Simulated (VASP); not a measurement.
Here is a VASP 6.6.1 calculation.

The input INCAR:

```
SYSTEM = Nb
ALGO = Normal ; DIPOL = 0.5 0.5 0.294
EDIFF = 1E-7 ; ENCUT = 520
GGA = PE ; IDIPOL = 3
ISIF = 2 ; ISMEAR = -1
LASPH = .True. ; LCHARG = .False.
LDIPOL = .True. ; LREAL = .False.
LWAVE = .False. ; NBANDS = 12
NELM = 80 ; PREC = Accurate
SIGMA = 0.05
```

The input KPOINTS:

```
k-points
0
Gamma
  10 10 1
  0 0 0
```

The input POSCAR:

```
Nb
1.0
    2.5586800000      0.0000000000      0.0000000000
    0.0000000000      2.5586100000      0.0000000000
    0.0000000000      0.0000000000     23.8000000000
Nb
1
Direct
    0.0000000000      0.5000000000      0.2941200000
```

Potentials or basis: VASP PAW PBE potentials, release 64 (Nb_sv).

The run is started by

```bash
$ cat potpaw_PBE.64/Nb_sv/POTCAR > POTCAR
$ mpirun -np 1 vasp_std > vasp.out
```

Q: What does it give for the band gap on the k mesh?

A: None (metal or under the smearing width).
